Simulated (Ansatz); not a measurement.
# Co (Co, bcc): the cost of one run

Method: DFT LDA (PW92), plane waves (420 eV) with PAW, scalar-relativistic; PAW files made under PBE, frozen cores solved again for the functional, in Ansatz 0.2.0.

## (1) The starting structure

It takes space group Im-3m (No. 229, cubic). The conventional cell has a = 2.808 Å, b = 2.808 Å, c = 2.808 Å, α = 90.00°, β = 90.00°, γ = 90.00°. Co (site symmetry m-3m) is surrounded by 8 Co at 2.43 Å.

Coordinates:

```cif
data_structure
_symmetry_space_group_name_H-M 'P 1'
_symmetry_Int_Tables_number 1
_cell_length_a 2.8083
_cell_length_b 2.8083
_cell_length_c 2.8083
_cell_angle_alpha 90.000
_cell_angle_beta 90.000
_cell_angle_gamma 90.000
_cell_volume 22.15
loop_
_atom_site_label
_atom_site_type_symbol
_atom_site_fract_x
_atom_site_fract_y
_atom_site_fract_z
_atom_site_occupancy
Co1 Co 0.00000 0.00000 0.00000 1
Co2 Co 0.50000 0.50000 0.50000 1
```

The atoms start with moments of +1.7, -1.7 μB.

## (2) Geometry optimisation

input.yaml

```yaml
crystal:
  lattice:
    - [2.8082743434, 0.0, 0.0]
    - [0.0, 2.8082743434, 0.0]
    - [0.0, 0.0, 2.8082743434]
  atoms:
    - { symbol: Co, position: [0.0, 0.0, 0.0], spin: 1.7 }
    - { symbol: Co, position: [0.5, 0.5, 0.5], spin: -1.7 }
hamiltonian:
  xc: lda
  pseudopotentials:
    kind: paw
    azcp:
      Co: "pseudopotentials/Co.paw.azcp"
basis:
  ecutwfc: 420
  fft_grid_basis: typed
kpoints:
  mp_grid: { grid: [11, 11, 11], shift: [0, 0, 0] }
magnetization:
  spin_polarized: true
scf:
  occupations: { method: fermi_dirac, width: 0.05 }
relax:
  max_steps: 60
  f_tol: 0.01
  cell: {}
output:
  write_density: true
  write_potential: true
  elf: true
  volumetric_format: npy
```

**Question.** How long does this run take on 2 threads of an x86-64 CPU, shared host, and how much memory does it need?

About 18 s, with a peak of 0.36 GiB.
